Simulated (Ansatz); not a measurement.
**Al8N7: course of a relaxation**

All numbers below come from DFT PBE, scalar-relativistic, plane waves, PAW (Ansatz). Settings: 420 eV cutoff, 2×2×2 k-mesh, Gaussian smearing of 0.01 eV, collinear spin.

What was changed: N vacancy (site c), charge +0, atoms relaxed at the host's cell.

In a supercell of 15 atoms the defect feels its periodic images, and the cell reads as a metal on the mesh, so a level in the gap can't be told from a carrier in the bands.

Command:

```bash
ansatz run input.yaml --threads 4 --pin off --max-ram 8192MiB --backend cpu --events-out ev --progress --plain --runs-dir out
```

Input:

```yaml
crystal:
  lattice:
    - [0.0, 4.4031742015, -4.4031742015]
    - [4.4031742015, 4.4031742015, 0.0]
    - [4.4031742015, 0.0, -4.4031742015]
  atoms:
    - { symbol: Al, position: [0.0, 0.0, 0.5], spin: 0.25 }
    - { symbol: Al, position: [0.0, 0.5, 0.5] }
    - { symbol: Al, position: [0.5, 0.0, 0.5] }
    - { symbol: Al, position: [0.5, 0.5, 0.5] }
    - { symbol: Al, position: [0.0, 0.0, 1.0], spin: 0.25 }
    - { symbol: Al, position: [0.0, 0.5, 1.0], spin: 0.25 }
    - { symbol: Al, position: [0.5, 0.0, 1.0], spin: 0.25 }
    - { symbol: Al, position: [0.5, 0.5, 1.0] }
    - { symbol: "N", position: [0.125, 0.625, 0.125] }
    - { symbol: "N", position: [0.625, 0.125, 0.125] }
    - { symbol: "N", position: [0.625, 0.625, 0.125] }
    - { symbol: "N", position: [0.125, 0.125, 0.625] }
    - { symbol: "N", position: [0.125, 0.625, 0.625] }
    - { symbol: "N", position: [0.625, 0.125, 0.625] }
    - { symbol: "N", position: [0.625, 0.625, 0.625] }
  host:
    lattice:
      - [0.0, 2.2015871008, 2.2015871008]
      - [2.2015871008, 0.0, 2.2015871008]
      - [2.2015871008, 2.2015871008, 0.0]
    atoms:
      - { symbol: Al, position: [0.0, 0.0, 0.0] }
      - { symbol: "N", position: [0.75, 0.75, 0.75] }
basis:
  ecutwfc: 420
  xc_grid: 2
kpoints:
  mp_grid: { grid: [2, 2, 2], shift: [0.0, 0.0, 0.0] }
hamiltonian:
  xc: pbe
scf:
  occupations: { method: gaussian, width: 0.01 }
output:
  forces: true
  stress: false
  eigenvalues: true
  populations: true
  charged_corrections:
    defect_position: [0.125, 0.125, 0.125]
    epsilon: [[8.6591, 0.0, 0.0], [0.0, 8.6591, 0.0], [0.0, 0.0, 8.6591]]
magnetization:
  spin_polarized: true
relax:
  adjacent_minimum: "off"
  f_tol: 0.025
  max_steps: 45
```

F is the free energy.

Steps:

```tsv
step	F − F(1) (eV)	largest force component (eV/Å)
1	0.0000	0.221
2	-0.0202	0.126
3	-0.0225	0.031
4	-0.0226	0.001
```

Relaxed structure:

```xyz
15
Lattice="0.0000 4.4032 -4.4032 4.4032 4.4032 0.0000 4.4032 0.0000 -4.4032" Properties=species:S:1:pos:R:3 pbc="T T T"
Al    2.1904    0.0112   -2.1904
Al    4.4081    2.1967   -2.1967
Al    2.1967    2.1967   -4.4081
Al    4.4081    4.4081   -4.4081
Al    4.4144    0.0112   -4.4144
Al    6.5935    2.1904   -4.4144
Al    4.4144    2.1904   -6.5935
Al    6.5999    4.4081   -6.5999
N     3.3024    3.3024   -1.1069
N     1.1069    3.3024   -3.3024
N     3.3024    5.4979   -3.3024
N     3.3024    1.1069   -3.3024
N     5.4979    3.3024   -3.3024
N     3.3024    3.3024   -5.4979
N     5.5040    5.5040   -5.5040
```

It takes space group F-43m (No. 216, cubic). Conventional cell: a = 8.806 Å, b = 8.806 Å, c = 8.806 Å, α = 90.00°, β = 90.00°, γ = 90.00°. Around Al (site symmetry 3m) lie 3 N at 1.92 Å. Al (site symmetry 3m) has 4 N at 1.90 to 1.91 Å as nearest neighbours. Around N (site symmetry 2mm) lie 4 Al at 1.91 to 1.92 Å. Around N (site symmetry -43m) lie 4 Al at 1.90 Å.

The run converged. The run took 3.6 s on 4 threads of Arm Neoverse V2, on a shared host, peak memory 0.46 GiB.